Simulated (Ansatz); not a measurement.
# Pt(100) / 3 layers Al(100) / Pt(100): resistance against film thickness, part 2 of 2

How does the resistance across the layers grow with the film in Pt(100) / 3 layers Al(100) / Pt(100)?

Ansatz 0.2.0; Ansatz plane-wave DFT, PBEsol, PAW files; ballistic transport by layer matching (Landauer), zero bias; PAW set soft_1.

So far. Step 5 (With 8 layers, film layers 8): The conductance of the junction is 5.0e14 S/m², 10.0 % under the 5.6e14 S/m² of the last finished run, no more than the error estimates, leads' steps apart, of 8.6 and 8.5 % together. The estimate from the leads' steps, 98 %, is larger still.

## 6. With 10 layers, film layers 10

The stack now holds 10 film layers; the k-mesh follows the cell, and the energies span -0.27 to 0.27 eV.

System of this step: Pt(100) / 10 layers Al(100) / Pt(100). The cell holds 18 atoms: 8 Pt and 10 Al. Cell: a = 2.773 Å, b = 2.773 Å, c = 37.250 Å, α = 90.0°, β = 90.0°, γ = 90.0°. It derives from Pt and Al. Regions: lead, 8 atoms (8 Pt); films, 10 atoms (10 Al). The structure is stacked along c, and the current runs across the ab planes.

Input file input.yaml:

```yaml
crystal:
  lattice:
    - [2.7731313745, 0.0, 0.0]
    - [0.0, 2.7731313745, 0.0]
    - [0.0, 0.0, 37.2502890125]
  atoms:
    - { symbol: Pt, position: [0.0, 0.0, 0.0263206012] }
    - { symbol: Pt, position: [0.5, 0.5, 0.0789618035] }
    - { symbol: Pt, position: [0.0, 0.0, 0.1316030058] }
    - { symbol: Pt, position: [0.5, 0.5, 0.1842442081] }
    - { symbol: Al, position: [0.0, 0.0, 0.2395083283] }
    - { symbol: Al, position: [0.5, 0.5, 0.2973953665] }
    - { symbol: Al, position: [0.0, 0.0, 0.3552824046] }
    - { symbol: Al, position: [0.5, 0.5, 0.4131694428] }
    - { symbol: Al, position: [0.0, 0.0, 0.4710564809] }
    - { symbol: Al, position: [0.5, 0.5, 0.5289435191] }
    - { symbol: Al, position: [0.0, 0.0, 0.5868305572] }
    - { symbol: Al, position: [0.5, 0.5, 0.6447175954] }
    - { symbol: Al, position: [0.0, 0.0, 0.7026046335] }
    - { symbol: Al, position: [0.5, 0.5, 0.7604916717] }
    - { symbol: Pt, position: [0.0, 0.0, 0.8157557919] }
    - { symbol: Pt, position: [0.5, 0.5, 0.8683969942] }
    - { symbol: Pt, position: [0.0, 0.0, 0.9210381965] }
    - { symbol: Pt, position: [0.5, 0.5, 0.9736793988] }
kpoints:
  mp_grid: { grid: [13, 13, 1] }
hamiltonian:
  xc: pbesol
  pseudopotentials: { kind: paw, azcp: { folder: soft_1 }, xc_functional: pbe }
scf:
  occupations: { method: fermi_dirac, width: 0.1 }
output:
  transmission:
    leads: [[0, 1]]
    kmesh: [26, 26]
    e_range: [-0.27, 0.27]
    de: 0.036
  write_potential: true
  write_density: true
  volumetric_format: npy
```

On the command line:

```console
> ansatz run input.yaml --threads 4 --pin off --max-ram 8192MiB --backend cpu --events-out ev --progress --plain --runs-dir out
```

The job ended after 76 s (4 threads of Arm Neoverse V2, shared host; peak memory 1.2 GiB; 4.5 min of CPU time).

Numbers from this step:

- free energy: -104330.0782 eV
- energy at zero smearing: -104329.8184 eV
- Fermi energy: 14.31 eV
- step of the lead's potential: 27.7 meV
- lead conductance per cell: 2.142 G₀
- conductance of the junction: 5.76e14 S/m²
- junction conductance per cell: 0.5715 G₀
- estimated errors of the junction's conductance: 0.1, 1.5, 7.6, 44.8, 0.9 % (energy step, band edges, k-mesh, leads' steps, distance from neutral)
- area resistance that the stack adds (contact term taken off, spin by spin): 1.273 fΩ m²

Per spin. Table of transmission, zone mean by energy, zero at the Fermi level:

| energy (eV) | transmission, zone mean |
| --- | --- |
| -0.270 | 0.514 |
| -0.234 | 0.527 |
| -0.198 | 0.561 |
| -0.162 | 0.587 |
| -0.126 | 0.582 |
| -0.090 | 0.582 |
| -0.054 | 0.586 |
| -0.018 | 0.585 |
| 0.018 | 0.569 |
| 0.054 | 0.549 |
| 0.090 | 0.531 |
| 0.126 | 0.522 |
| 0.162 | 0.536 |
| 0.198 | 0.528 |
| 0.234 | 0.512 |
| 0.270 | 0.520 |

The conductance of the junction is 5.8e14 S/m², 15 % over the 5.0e14 S/m² of the last finished run, no more than the error estimates, leads' steps apart, of 8.5 and 7.6 % together. The estimate from the leads' steps, 45 %, is larger still.

## 7. The ladder

Times are for 4 threads of Arm Neoverse V2, shared host. Results by setting:

| no. | film layers | area resistance that the stack adds (contact term taken off, spin by spin) (fΩ m²) | conductance of the junction (S/m²) | time | memory (GiB) |
| --- | --- | --- | --- | --- | --- |
| 1 | 3 | 1.695 | 4.64e14 | 1.9 min | 0.84 |
| 2 | 5 | 1.155 | 6.19e14 | 61 s | 0.97 |
| 3 | 6 | 1.335 | 5.56e14 | 61 s | 0.93 |
| 4 | 8 | 1.536 | 5.00e14 | 68 s | 1.1 |
| 5 | 10 | 1.273 | 5.76e14 | 76 s | 1.2 |

## 8. With 5 layers

A repeat with a changed input, to see how far the result depends on it.

This step: Ansatz plane-wave DFT, PBEsol, PAW files; ballistic transport by layer matching (Landauer), zero bias; changed: output.transmission.kmesh = [13, 13]; PAW set soft_1 (Ansatz 0.2.0).

System of this step: Pt(100) / 5 layers Al(100) / Pt(100). The cell holds 14 atoms: 9 Pt and 5 Al. Its edges and angles: a = 2.773 Å, b = 2.773 Å, c = 28.430 Å, α = 90.0°, β = 90.0°, γ = 90.0°. It derives from Pt and Al. Regions: lead, 9 atoms (9 Pt); films, 5 atoms (5 Al). The structure is stacked along c, and the current runs across the ab planes.

Input file input.yaml:

```yaml
crystal:
  lattice:
    - [2.7731313745, 0.0, 0.0]
    - [0.0, 2.7731313745, 0.0]
    - [0.0, 0.0, 28.4296445062]
  atoms:
    - { symbol: Pt, position: [0.0, 0.0, 0.0344868892] }
    - { symbol: Pt, position: [0.5, 0.5, 0.1034606676] }
    - { symbol: Pt, position: [0.0, 0.0, 0.172434446] }
    - { symbol: Pt, position: [0.5, 0.5, 0.2414082244] }
    - { symbol: Al, position: [0.0, 0.0, 0.313818713] }
    - { symbol: Al, position: [0.5, 0.5, 0.3896659119] }
    - { symbol: Al, position: [0.0, 0.0, 0.4655131108] }
    - { symbol: Al, position: [0.5, 0.5, 0.5413603097] }
    - { symbol: Al, position: [0.0, 0.0, 0.6172075086] }
    - { symbol: Pt, position: [0.5, 0.5, 0.6896179972] }
    - { symbol: Pt, position: [0.0, 0.0, 0.7585917756] }
    - { symbol: Pt, position: [0.5, 0.5, 0.827565554] }
    - { symbol: Pt, position: [0.0, 0.0, 0.8965393324] }
    - { symbol: Pt, position: [0.5, 0.5, 0.9655131108] }
kpoints:
  mp_grid: { grid: [13, 13, 1] }
hamiltonian:
  xc: pbesol
  pseudopotentials: { kind: paw, azcp: { folder: soft_1 }, xc_functional: pbe }
scf:
  occupations: { method: fermi_dirac, width: 0.1 }
output:
  transmission:
    leads: [[0, 1]]
    kmesh: [13, 13]
    e_range: [-0.27, 0.27]
    de: 0.036
  write_potential: true
  write_density: true
  volumetric_format: npy
```

Wall time 24 s (4 threads); peak memory 0.97 GiB.

Residual by cycle:

cycle, log10 residual and a bar from the least value:
```
        1        2.9 ##############################
        2        2.4 #############################
        3        0.5 #######################
        4       -0.3 #####################
        5       -2.3 ################
        6       -3.7 ############
        7       -4.5 ##########
        8       -5.9 ######
        9       -6.9 ###
       10       -8.1
```

The run finished with changed settings (output.transmission.kmesh = [13, 13]); it serves as a test.

Side by side:

| quantity | this run | sound run | difference |
| --- | --- | --- | --- |
| ballistic conductance of the lead (S/m²) | 2.244e15 | 2.171e15 | 7.3e13 |
| lead conductance per cell (G₀) | 2.2274 | 2.1551 | 0.0724 |
| conductance of the junction (S/m²) | 6.122e14 | 6.191e14 | -6.9e12 |
| junction conductance per cell (G₀) | 0.60767 | 0.61449 | -0.00682 |
| area resistance that the stack adds (contact term taken off, spin by spin) (fΩ m²) | 1.1878 | 1.1547 | 0.0331 |

## 9. Outcome

```
area resistance, 3 layers  : 1.70 fΩ m²
area resistance, 5 layers  : 1.15 fΩ m²
area resistance, 6 layers  : 1.34 fΩ m²
area resistance, 8 layers  : 1.54 fΩ m²
area resistance, 10 layers : 1.27 fΩ m²
```

**Reading.** The stack adds 1.7 fΩ m² with 3 layers and 1.3 fΩ m² with 10. From 5 layers on no step exceeds the two runs' error estimates together, as expected where only the two interfaces scatter; half the mean, 0.66 fΩ m², is a rough coherent figure for one interface. Atoms sit on ideal sites and aren't relaxed. Spin-orbit coupling is left out, which matters for Pt. A lead's potential steps by up to 28 meV from period to period, which the log calls too much, so longer leads could move the result. The program's error estimate for the conductance, leads' steps apart, is near 9.2 %. The program's estimate of the error from the leads' steps alone runs to 98 %. Al(100) is compressed by 3.1 % in plane to fit Pt(100), at its own atomic volume.

[Logs are printed without paths, hosts, clocks, repeated set-up lines and the standing remarks that a program may print on its own settings, such as how far it seeks lower states.]

[Hosts, paths, dates, database ids (printed as entryN), source tags and the programs' standing remarks are cut or masked in the printed files.]
